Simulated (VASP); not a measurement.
**ZnS: single point with PBE**

The system is ZnS.

```
Zn S
1.0
     1.90346    1.09897    9.35486
    -1.90346    1.09897    9.35486
     0.00000   -2.19793    9.35486
Zn S
3 3
Direct
  0.99998 0.99998 0.99998
  0.22227 0.22227 0.22227
  0.44456 0.44456 0.44456
  0.08327 0.08327 0.08327
  0.52784 0.52784 0.52784
  0.30541 0.30541 0.30541
```

Measurements of this composition are mostly on another form, of space group No. 216.

```
Program                : VASP 6.6.1
Task                   : single point
Functional             : PBE
Potentials or basis    : VASP PAW PBE potentials, release 64 (Zn, S)
Cutoff                 : 520 eV
k mesh                 : 8 × 8 × 8
Occupations            : fermi-dirac, width 0.02 eV
Spin                   : no spin polarisation
Dipole correction      : no
Further INCAR settings : ALGO = Fast; EDIFF = 1e-06; NBANDS = 36
```

The pressure is 2.6 GPa. The largest force is 0.004 eV/Å. The band gap on the k mesh is 2.20 eV, direct.

Forces in eV/Å, atoms in the order of the input:
```
Zn   0.000  0.000  0.002
Zn   0.000  0.000  0.004
Zn   0.000  0.000  0.004
S    0.000  0.000 -0.002
S    0.000  0.000 -0.004
S    0.000  0.000 -0.003
```

Levels at points of the mesh, in eV from the valence-band top:
```
           k point  band 23  band 24  band 25  band 26  band 27  band 28  band 29  band 30  band 31  band 32
(0.00, 0.00, 0.00)    -0.68    -0.68    -0.06     0.00     0.00     2.20     3.33     3.48     6.33     6.33
(0.50, 0.00, 0.00)    -2.16    -1.95    -1.94    -1.30    -0.89     3.34     3.90     4.06     4.88     5.30
(0.50, 0.50, 0.00)    -2.25    -1.88    -1.28    -1.27    -1.27     3.34     3.65     4.28     4.95     5.81
(0.50, 0.50, 0.50)    -0.89    -0.25    -0.25    -0.24    -0.24     3.18     3.30     3.44     6.27     6.34
```

Wall time 41 min on 1 thread of AMD EPYC 7R13 Processor (Zen 3), on a shared host, peak memory 0.82 GiB.

A k mesh can miss the band edges.
